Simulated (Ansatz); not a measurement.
Consider the ligand exchange at a B–C bond: `BC(F)(F)F` + `[OH][GeH3]` → `B[O][GeH3]` + `FC(F)F`.

Program: Ansatz. Geometries: PBE0-D4/def2-TZVP. ΔE: electronic, gas phase. CBS: MP2 limit from def2 TZ/QZ plus the TZ coupled-cluster correction, frozen cores. This one scheme is used for every species. Functionals use def2-TZVPP. For Ge outer-core shells are correlated without core-valence functions, which leaves a few kJ/mol of doubt a bond. Scalar relativity is left out up to krypton.

CCSD(T)/CBS gives -40.1 kcal/mol.

Question: Another level gave -40.9 kcal/mol. Which?
A. revPBE/def2-TZVPP
B. LC-ωPBE/def2-TZVPP
C. CAM-B3LYP-D4/def2-TZVPP
D. MP2/def2-TZVPP

Answer: C. CAM-B3LYP-D4 -40.9, LC-ωPBE -39.5, revPBE -38.5, MP2/def2-TZVPP -42.1 kcal/mol.

Largest T1 diagnostic among the species: 0.013.

From BLYP to BHLYP (50 % exact exchange), in def2-TZVPP and without D4, ΔE moves by −1.5 kcal/mol. Leaving LDA and LC-ωPBE aside and taking each functional with its dispersion term where it has one, the values, not all of them listed here, spread over 3.1 kcal/mol, from BHLYP-D4 to revPBE-D4. LDA lies −1.8 kcal/mol from PBE without D4. At CCSD(T), def2-SVP lies −4.8 kcal/mol from the extrapolated value and def2-TZVPP −1.1 kcal/mol.

CCSD(T)/CBS has its own doubt, a few kJ/mol and more with outer-core shells, so smaller differences from it don't rank the levels.
